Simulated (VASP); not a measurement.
# Al (Fm-3m) in VASP: further runs

One crystal, Al, is run at these levels: PBE; tasks: relaxation of cell and atoms.

Everything below comes from runs of VASP 6.6.1. Logs are shortened: lines on timing, memory, paths and dates and some standing lists are left out, and cuts for length are marked.

## 1. The structure

It takes space group Fm-3m (No. 225, cubic). Conventional cell: a = 4.050 Å, b = 4.050 Å, c = 4.050 Å, α = 90.00°, β = 90.00°, γ = 90.00°. Al (site symmetry m-3m) is surrounded by 12 Al at 2.86 Å.

## 2. Relaxation of cell and atoms, PBE

INCAR reads:

```
PREC     = Accurate       # precision mode
ENCUT    = 520            # plane-wave cutoff, eV
EDIFF    = 1E-7           # SCF threshold, eV
ISMEAR   = 0              # smearing method
SIGMA    = 0.1            # smearing width, eV
LREAL    = False          # projectors in reciprocal space
LASPH    = True           # aspherical terms in the spheres
NELM     = 60             # most SCF steps
ALGO     = Normal         # electronic algorithm
ISIF     = 3              # what is computed and relaxed
LWAVE    = False          # write WAVECAR
LCHARG   = False          # write CHGCAR
GGA      = PE             # functional
IBRION   = 2              # ionic algorithm
NSW      = 80             # ionic steps
EDIFFG   = -0.002         # ionic threshold
```

KPOINTS reads:

```
Automatic mesh
0
Gamma
  4 4 4
```

POSCAR reads:

```
Al
1.0
    0.0000000000      2.0248050000      2.0248050000
    2.0248050000      0.0000000000      2.0248050000
    2.0248050000      2.0248050000      0.0000000000
Al
1
Direct
    0.0000000000      0.0000000000      0.0000000000
```

Potentials or basis: VASP PAW PBE potentials, release 64 (Al).

The run is started by

```bash
$ cat potpaw_PBE.64/Al/POTCAR > POTCAR
$ mpirun -np 1 vasp_std > vasp.out
```

OUTCAR:

```text
PREC = Accurate
   ENCUT = 520
   EDIFF = 1E-7
   ISMEAR = 0
   LREAL = False
   LASPH = True
   NELM = 60
   ISIF = 3
   GGA = PE
   IBRION = 2
   NSW = 80
   EDIFFG = -0.002

 ion  position               nearest neighbor table
   1  0.000  0.000  0.000-

  LATTYP: Found a face centered cubic cell.
 ALAT       =     4.0496100000

  Lattice vectors:

 A1 = (   0.0000000000,   2.0248050000,   2.0248050000)
 A2 = (   2.0248050000,   0.0000000000,   2.0248050000)
 A3 = (   2.0248050000,   2.0248050000,   0.0000000000)

Analysis of symmetry for initial positions (statically):
=====================================================================
 Subroutine PRICEL returns:
 Original cell was already a primitive cell.

 Routine SETGRP: Setting up the symmetry group for a
 face centered cubic supercell.

 Subroutine GETGRP returns: Found 48 space group operations
 (whereof 48 operations were pure point group operations)
 out of a pool of 48 trial point group operations.

The static configuration has the point symmetry O_h .

Analysis of symmetry for dynamics (positions and initial velocities):
=====================================================================
 Subroutine PRICEL returns:
 Original cell was already a primitive cell.

 Routine SETGRP: Setting up the symmetry group for a
 face centered cubic supercell.

 Subroutine GETGRP returns: Found 48 space group operations
 (whereof 48 operations were pure point group operations)
 out of a pool of 48 trial point group operations.

The dynamic configuration has the point symmetry O_h .

 Subroutine INISYM returns: Found 48 space group operations
 (whereof 48 operations are pure point group operations),
 and found     1 'primitive' translations

----------------------------------------------------------------------------------------

                                     Primitive cell

  volume of cell :      16.6027

  direct lattice vectors                    reciprocal lattice vectors
     0.000000000  2.024805000  2.024805000    -0.246937359  0.246937359  0.246937359
     2.024805000  0.000000000  2.024805000     0.246937359 -0.246937359  0.246937359
     2.024805000  2.024805000  0.000000000     0.246937359  0.246937359 -0.246937359

  length of vectors
     2.863506692  2.863506692  2.863506692     0.427708053  0.427708053  0.427708053

  position of ions in fractional coordinates (direct lattice)
     0.000000000  0.000000000  0.000000000

  ion indices of the primitive-cell ions
   primitive index   ion index
                 1           1

----------------------------------------------------------------------------------------

 KPOINTS: Automatic mesh

Automatic generation of k-mesh.
 Grid dimensions read from file:
 generate k-points for:    4    4    4

 Generating k-lattice:

  Cartesian coordinates                     Fractional coordinates (reciprocal lattice)
    -0.061734340  0.061734340  0.061734340     0.250000000  0.000000000  0.000000000
     0.061734340 -0.061734340  0.061734340     0.000000000  0.250000000  0.000000000
     0.061734340  0.061734340 -0.061734340     0.000000000  0.000000000  0.250000000

  Length of vectors
     0.106927013  0.106927013  0.106927013

  Shift w.r.t. Gamma in fractional coordinates (k-lattice)
     0.000000000  0.000000000  0.000000000

 Subroutine IBZKPT returns following result:
 ===========================================

 Found      8 irreducible k-points:

 Following reciprocal coordinates:
            Coordinates               Weight
  0.000000  0.000000  0.000000      1.000000
  0.250000  0.000000  0.000000      8.000000
  0.500000  0.000000  0.000000      4.000000
  0.250000  0.250000  0.000000      6.000000
  0.500000  0.250000  0.000000     24.000000
 -0.250000  0.250000  0.000000     12.000000
  0.500000  0.500000  0.000000      3.000000
 -0.250000  0.500000  0.250000      6.000000
   k-points           NKPTS =      8   k-points in BZ     NKDIM =      8   number of bands    NBANDS=      5
   number of dos      NEDOS =    301   number of ions     NIONS =      1
   total plane-waves  NPLWV =  13824
   dimension x,y,z NGX =    24 NGY =   24 NGZ =   24
   dimension x,y,z NGXF=    48 NGYF=   48 NGZF=   48
   ions per type =               1
   NGX,Y,Z   is equivalent  to a cutoff of  13.93, 13.93, 13.93 a.u.
   NGXF,Y,Z  is equivalent  to a cutoff of  27.87, 27.87, 27.87 a.u.
 SYSTEM =  unknown system
   PREC   = accura    normal or accurate (medium, high low for compatibility)
   ISTART =      0    job   : 0-new  1-cont  2-samecut
   ICHARG =      2    charge: 1-file 2-atom 10-const
   ISPIN  =      1    spin polarized calculation?
   LNONCOLLINEAR =      F non collinear calculations
   LSORBIT =      F    spin-orbit coupling
   LASPH  =      T    aspherical Exc in radial PAW
   ENCUT  =  520.0 eV  38.22 Ry    6.18 a.u.   5.32  5.32  5.32*2*pi/ulx,y,z
   NELM   =     60;   NELMIN=  2; NELMDL= -5     # of ELM steps
   EDIFF  = 0.1E-06   stopping-criterion for ELM
   LREAL  =      F    real-space projection
   EDIFFG = -.2E-02   stopping-criterion for IOM
   NSW    =     80    number of steps for IOM
   IBRION =      2    ionic relax: 0-MD 1-quasi-New 2-CG
   NFREE  =      1    steps in history (QN), initial steepest desc. (CG)
   ISIF   =      3    stress and relaxation
   ISYM   =      2    0-nonsym 1-usesym 2-fastsym
   POTIM  = 0.5000    time-step for ionic-motion
   TEBEG  =    0.0;   TEEND  =   0.0 temperature during run
   PSTRESS=    0.0 pullay stress
   NELECT =       3.0000    total number of electrons
   NUPDOWN=      -1.0000    fix difference up-down
   EMIN   =  10.00;   EMAX   =-10.00  energy-range for DOS
   EFERMI =   0.00;   METHOD = LEGACY
   ISMEAR =     0;   SIGMA  =   0.10  broadening in eV -4-tet -1-fermi 0-gaus
   EFERMI_NEDOS =   21; number of points for ismear=-14 and -15
   IALGO  =     38    algorithm
   IMIX   =      4    mixing-type and parameters
     AMIX     =   0.40;   BMIX     =  1.00
     AMIX_MAG =   1.60;   BMIX_MAG =  1.00
  volume/ion in A,a.u.               =      16.60       112.04
  Fermi-wavevector in a.u.,A,eV,Ry     =   0.925526  1.748991 11.654733  0.856599
  Thomas-Fermi vector in A             =   2.051390
   LORBIT       =      0    0 simple, 1 ext, 2 COOP (PROOUT), +10 PAW based schemes
   GGA     = PE    functional components
   LHFCALC =     F    Hartree Fock is set to
   AEXX    =    0.0000 exact exchange contribution
   IVDW    =     0    specifies the selected vdW correction
   LEPSILON=     F    determine dielectric tensor
   LRPA    =     F    only Hartree local field effects (RPA)
 conjugate gradient relaxation of ions
 non-spin polarized calculation
 Gauss-broadening in eV      SIGMA  =   0.10
  energy-cutoff  :      520.00
  volume of cell :       16.60
 maximum number of plane-waves:       459
 NGX is ok and might be reduce to    24
   NGX = 11   NGY = 11   NGZ = 11

--------------------------------------- Ionic step        1  -------------------------------------------

 number of electron       3.0000000 magnetization

 Free energy of the ion-electron system (eV)
  ---------------------------------------------------
  ext. energy  EPLUGINS =         0.00000000
  ---------------------------------------------------
  free energy    TOTEN  =        -3.46035047 eV

  energy without entropy =       -3.44428000  energy(sigma->0) =       -3.45231524

------------------------ aborting loop because EDIFF is reached ----------------------------------------

  FORCE on cell =-STRESS in cart. coord.  units (eV):
  Direction    XX          YY          ZZ          XY          YZ          ZX
  --------------------------------------------------------------------------------------
  -------------------------------------------------------------------------------------
  Total        0.0243824      0.0243824      0.0243824      0.0000000      0.0000000      0.0000000
  in kB        2.3529203      2.3529203      2.3529203      0.0000000      0.0000000      0.0000000
  external PRESSURE =       2.3529203 kB  Pullay stress =       0.0000000 kB

 VOLUME and BASIS-vectors are now :
 -----------------------------------------------------------------------------
  energy-cutoff  :      520.00
  volume of cell :       16.60
      direct lattice vectors                 reciprocal lattice vectors
     0.000000000  2.024805000  2.024805000    -0.246937359  0.246937359  0.246937359
     2.024805000  0.000000000  2.024805000     0.246937359 -0.246937359  0.246937359
     2.024805000  2.024805000  0.000000000     0.246937359  0.246937359 -0.246937359

 POSITION                                       TOTAL-FORCE (eV/Angst)
 -----------------------------------------------------------------------------------
      0.00000      0.00000      0.00000         0.000000      0.000000      0.000000
 -----------------------------------------------------------------------------------
    total drift:                               -0.000000      0.000000      0.000000

  FREE ENERGIE OF THE ION-ELECTRON SYSTEM (eV)
  ---------------------------------------------------
  free  energy   TOTEN  =        -3.4603504710 eV

  energy  without entropy=       -3.4442799993  energy(sigma->0) =       -3.45231524
[... 15 lines left out ...]
 VOLUME and BASIS-vectors are now :
 -----------------------------------------------------------------------------
  energy-cutoff  :      520.00
  volume of cell :       16.66
      direct lattice vectors                 reciprocal lattice vectors
    -0.000000000  2.027186720  2.027186720    -0.246647235  0.246647235  0.246647235
     2.027186720  0.000000000  2.027186720     0.246647235 -0.246647235  0.246647235
     2.027186720  2.027186720 -0.000000000     0.246647235  0.246647235 -0.246647235

 POSITION                                       TOTAL-FORCE (eV/Angst)
 -----------------------------------------------------------------------------------
      0.00000      0.00000      0.00000         0.000000      0.000000      0.000000
 -----------------------------------------------------------------------------------
    total drift:                               -0.000000      0.000000      0.000000

  FREE ENERGIE OF THE ION-ELECTRON SYSTEM (eV)
  ---------------------------------------------------
  free  energy   TOTEN  =        -3.4603817967 eV

  energy  without entropy=       -3.4442548094  energy(sigma->0) =       -3.45231830

--------------------------------------- Ionic step        3  -------------------------------------------

 number of electron       3.0000000 magnetization

 Free energy of the ion-electron system (eV)
  ---------------------------------------------------
  ext. energy  EPLUGINS =         0.00000000
  ---------------------------------------------------
  free energy    TOTEN  =        -3.46038404 eV

  energy without entropy =       -3.44426901  energy(sigma->0) =       -3.45232652

 E-fermi :   7.2198     XC(G=0): -10.1606

 val. band max:        7.1596079112   @ k =   0.5000   0.2500   0.0000
 cond. band min:       8.0919647791   @ k =  -0.2500   0.5000   0.2500
 fundamental gap:      0.9323568679
 Fermi energy:         7.2197783391

 k-point     1 :       0.0000    0.0000    0.0000
  band No.  band energies     occupation
      1      -3.1620      2.00000
      2      20.4809      0.00000
      3      20.4809      0.00000
      4      20.4809      0.00000
      5      21.9037      0.00000

 k-point     2 :       0.2500    0.0000    0.0000
  band No.  band energies     occupation
      1      -1.4824      2.00000
      2      11.3319      0.00000
      3      18.7531      0.00000
      4      18.7531      0.00000
      5      22.1828      0.00000

 k-point     3 :       0.5000    0.0000    0.0000
  band No.  band energies     occupation
      1       3.3521      2.00000
      2       3.5441      2.00000
      3      19.2262      0.00000
      4      19.2262      0.00000
      5      19.3284      0.00000

 k-point     4 :       0.2500    0.2500    0.0000
  band No.  band energies     occupation
      1      -0.9269      2.00000
      2      15.3753      0.00000
      3      15.3797      0.00000
      4      15.3797      0.00000
      5      16.1254      0.00000
[... 43 lines left out ...]
 VOLUME and BASIS-vectors are now :
 -----------------------------------------------------------------------------
  energy-cutoff  :      520.00
  volume of cell :       16.65
      direct lattice vectors                 reciprocal lattice vectors
    -0.000000000  2.026692525  2.026692525    -0.246707379  0.246707379  0.246707379
     2.026692525  0.000000000  2.026692525     0.246707379 -0.246707379  0.246707379
     2.026692525  2.026692525 -0.000000000     0.246707379  0.246707379 -0.246707379

 POSITION                                       TOTAL-FORCE (eV/Angst)
 -----------------------------------------------------------------------------------
      0.00000      0.00000      0.00000         0.000000      0.000000     -0.000000
 -----------------------------------------------------------------------------------
    total drift:                               -0.000000      0.000000      0.000000

  FREE ENERGIE OF THE ION-ELECTRON SYSTEM (eV)
  ---------------------------------------------------
  free  energy   TOTEN  =        -3.4603840379 eV

  energy  without entropy=       -3.4442690107  energy(sigma->0) =       -3.45232652

 reached required accuracy - stopping structural energy minimisation
```

It took 2.7 s on 1 thread of Intel Xeon Platinum 8259CL at 2.50GHz (Skylake/Cascade Lake), shared host; peak memory 0.12 GiB.

What came out:

```
Free energy                            : -3.4604 eV
Relaxed volume                         : 16.65 Å³/atom
Relaxed cell                           : a = 2.866 Å, b = 2.866 Å, c = 2.866 Å, α = 60.00°, β = 60.00°, γ = 60.00°
Space group after relaxing (to 0.05 Å) : Fm-3m (No. 225)
Energy gained by relaxing              : 0.0 meV/atom
Ionic steps                            : 3
Pressure after relaxing                : 0.0 GPa
Band gap on the k mesh                 : none (metal or under the smearing width)
```

Final structure:
```
CELL_PARAMETERS angstrom
0.00000 2.02669 2.02669
2.02669 0.00000 2.02669
2.02669 2.02669 0.00000
ATOMIC_POSITIONS crystal
Al 0.00000 0.00000 0.00000
```

Levels at points of the mesh, in eV from the Fermi level:
```csv
k point,band 1,band 2,band 3,band 4
"(0.00, 0.00, 0.00)",-10.38,13.26,13.26,13.26
"(0.50, 0.00, 0.00)",-3.87,-3.68,12.01,12.01
"(0.50, 0.50, 0.00)",-2.21,-0.91,5.95,6.24
```

Caveat: the k mesh is coarse (spacing up to 0.67 Å⁻¹), so the values aren't converged.

## 3. Relaxation of cell and atoms, PBE

This run uses another cell than the first one, of 16.65 Å³/atom, 1.003 times its volume.

INCAR is that of step 2.

KPOINTS is that of step 2.

POSCAR reads:

```
Al                                      
1.0
   -0.0000000000      2.0266925247      2.0266925247
    2.0266925247      0.0000000000      2.0266925247
    2.0266925247      2.0266925247     -0.0000000000
  Al            
     1
Direct
     0.0000000000000000    0.0000000000000000    0.0000000000000000
```

Potentials or basis: VASP PAW PBE potentials, release 64 (Al).

The run is started by

```bash
$ cat potpaw_PBE.64/Al/POTCAR > POTCAR
$ mpirun -np 1 vasp_std > vasp.out
```

It took 1.5 s on 1 thread of Intel Xeon Platinum 8259CL at 2.50GHz (Skylake/Cascade Lake), shared host; peak memory 0.12 GiB.

Results (log left out):

```
Free energy             : -3.4604 eV
Pressure after relaxing : 0.0 GPa
Band gap on the k mesh  : none (metal or under the smearing width)
```

Final structure:
```
Al
1.0
     0.00000    2.02669    2.02669
     2.02669    0.00000    2.02669
     2.02669    2.02669    0.00000
Al
1
Direct
  0.00000 0.00000 0.00000
```

Levels at points of the mesh, in eV from the Fermi level:
```tsv
k point	band 1	band 2	band 3	band 4	band 5
(0.00, 0.00, 0.00)	-10.38	13.26	13.26	13.26	14.68
(0.50, 0.00, 0.00)	-3.87	-3.68	12.01	12.01	12.11
(0.50, 0.50, 0.00)	-2.21	-0.91	5.95	6.24	6.24
```

Caveat: the k mesh is coarse (spacing up to 0.67 Å⁻¹), so the values aren't converged; the relaxation stopped at its first step, so nothing moved.
